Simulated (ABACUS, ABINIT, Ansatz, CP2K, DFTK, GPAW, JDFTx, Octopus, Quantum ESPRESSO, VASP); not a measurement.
# SnSe2: programs and potentials compared

```
Sn Se
1.0
     3.81100    0.00000    0.00000
    -1.90550    3.30042    0.00000
     0.00000    0.00000    6.13600
Sn Se
1 2
Direct
  0.00000 0.00000 0.00000
  0.66667 0.33333 0.75100
  0.33333 0.66667 0.24900
```

Alike in all runs: task single point; functional PBE; k mesh 8 × 8 × 5; occupations fermi-dirac, width 0.05 eV; no spin polarisation; no spin-orbit coupling. Pressure is positive in compression and, in plane waves, holds the error of the finite cutoff, which Ansatz's Pulay term estimates and takes out.

```json
{"program and potentials": "Octopus, pseudodojo_pbe (PseudoDojo 0.5, PBE)", "plane-wave cutoff (eV)": "-", "notes": "15.33 valence electrons an atom on average", "pressure (GPa)": "-", "largest force (eV/Å)": "0.812"}
{"program and potentials": "Quantum ESPRESSO, SSSP 1.3 efficiency PBE", "plane-wave cutoff (eV)": "816", "notes": "8.67 valence electrons an atom on average", "pressure (GPa)": "5.65", "largest force (eV/Å)": "0.810"}
{"program and potentials": "CP2K, POTENTIAL_UZH Sn GTH-PBE-q4, Se GTH-PBE-q6; TZVP-MOLOPT-PBE-GTH basis", "plane-wave cutoff (eV)": "-", "notes": "atomic basis; 5.33 valence electrons an atom on average", "pressure (GPa)": "6.89", "largest force (eV/Å)": "0.989"}
{"program and potentials": "VASP, PBE PAW files Se, Sn_d, 520 eV", "plane-wave cutoff (eV)": "520", "notes": "8.67 valence electrons an atom on average", "pressure (GPa)": "5.62", "largest force (eV/Å)": "0.804"}
{"program and potentials": "JDFTx, PseudoDojo-SR-PBE-0.5-standard", "plane-wave cutoff (eV)": "1170", "notes": "15.33 valence electrons an atom on average", "pressure (GPa)": "5.74", "largest force (eV/Å)": "0.818"}
{"program and potentials": "GPAW, GPAW PAW data sets (gpaw-data 1.2.1)", "plane-wave cutoff (eV)": "600", "notes": "8.67 valence electrons an atom on average", "pressure (GPa)": "5.32", "largest force (eV/Å)": "0.760"}
{"program and potentials": "ABINIT, JTH PAW PBE v2.0", "plane-wave cutoff (eV)": "599", "notes": "8.67 valence electrons an atom on average", "pressure (GPa)": "5.52", "largest force (eV/Å)": "0.789"}
{"program and potentials": "DFTK, PseudoDojo SR PBE 0.4.1 standard (PBE)", "plane-wave cutoff (eV)": "1170", "notes": "15.33 valence electrons an atom on average", "pressure (GPa)": "5.75", "largest force (eV/Å)": "0.817"}
{"program and potentials": "ABACUS, PseudoDojo NC SR 0.4.1 PBE standard, plane waves", "plane-wave cutoff (eV)": "1184", "notes": "15.33 valence electrons an atom on average", "pressure (GPa)": "5.75", "largest force (eV/Å)": "0.819"}
{"program and potentials": "Ansatz, all-electron LAPW, scalar-relativistic", "plane-wave cutoff (eV)": "-", "notes": "-", "pressure (GPa)": "5.53", "largest force (eV/Å)": "0.785"}
{"program and potentials": "Ansatz, Ansatz PAW (earlier soft set)", "plane-wave cutoff (eV)": "420", "notes": "15.33 valence electrons an atom on average", "pressure (GPa)": "5.53", "largest force (eV/Å)": "0.786"}
```

Force on atom 2 (Se), eV/Å:

```tsv
program and potentials	x	y	z
Octopus, pseudodojo_pbe (PseudoDojo 0.5, PBE)	0.000	0.000	-0.812
Quantum ESPRESSO, SSSP 1.3 efficiency PBE	0.000	0.000	-0.810
CP2K, POTENTIAL_UZH Sn GTH-PBE-q4, Se GTH-PBE-q6; TZVP-MOLOPT-PBE-GTH basis	0.000	0.000	-0.989
VASP, PBE PAW files Se, Sn_d, 520 eV	0.000	0.000	-0.804
JDFTx, PseudoDojo-SR-PBE-0.5-standard	0.000	0.000	-0.818
GPAW, GPAW PAW data sets (gpaw-data 1.2.1)	0.000	0.000	-0.760
ABINIT, JTH PAW PBE v2.0	0.000	0.000	-0.789
DFTK, PseudoDojo SR PBE 0.4.1 standard (PBE)	0.000	0.000	-0.817
ABACUS, PseudoDojo NC SR 0.4.1 PBE standard, plane waves	0.000	0.000	-0.819
Ansatz, all-electron LAPW, scalar-relativistic	0.000	0.000	-0.785
Ansatz, Ansatz PAW (earlier soft set)	0.000	0.000	-0.786
```

The pressure spans 5.32 (GPAW, GPAW PAW data sets (gpaw-data 1.2.1)) to 6.89 GPa (CP2K, POTENTIAL_UZH Sn GTH-PBE-q4, Se GTH-PBE-q6; TZVP-MOLOPT-PBE-GTH basis), with all-electron results at 5.53. The atoms of the given cell lie far from their minimum at this level. Rows in atomic bases carry the error of their basis and grid, which can be large.

The functional is the same throughout but for its coding, so the spread measures potentials, basis and numerics; runs on potential files found faulty are left out.
